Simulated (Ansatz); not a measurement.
Crystal: Ca.

```
Ca
1.0
     3.98000    0.00000    0.00000
    -1.99000    3.44678    0.00000
     0.00000    0.00000    6.52000
Ca
2
Direct
  0.66667 0.33333 0.75000
  0.33333 0.66667 0.25000
```

This isn't the form of Ca at room conditions, which is fcc.

| Item | Value |
| --- | --- |
| Program | Ansatz 0.2.0 |
| Task | relaxation of cell and atoms |
| Functional | PBE |
| Potentials or basis | all-electron LAPW, scalar-relativistic |
| Basis error allowed | 0.001 eV/atom |
| k mesh | 8 × 8 × 4 |
| Occupations | fermi-dirac, width 0.05 eV |
| Spin | no spin polarisation |

At the start: volume 44.72 Å³/atom.

**Question.** How do energy, volume and symmetry change on relaxing?

**Answer.** Over 4 steps the energy falls by 6.6 meV/atom and the volume is 42.30 Å³/atom (-5.4 %); space group P6_3/mmc (No. 194, to 0.05 Å).

The path:
```tsv
step	energy change (eV)	largest force (eV/Å)	volume (Å³)
1	0.0000	0.0000	89.44
2	-0.0091	0.0000	87.33
3	-0.0132	0.0000	84.59
4	-0.0132	0.0000	84.59
```

Final structure:
```yaml
crystal:
  lattice:
    - [3.89386, 0.00000, 0.00000]
    - [-1.94693, 3.37218, 0.00000]
    - [0.00000, 0.00000, 6.44240]
  atoms:
    - { symbol: Ca, position: [0.66667, 0.33333, 0.75000] }
    - { symbol: Ca, position: [0.33333, 0.66667, 0.25000] }
```
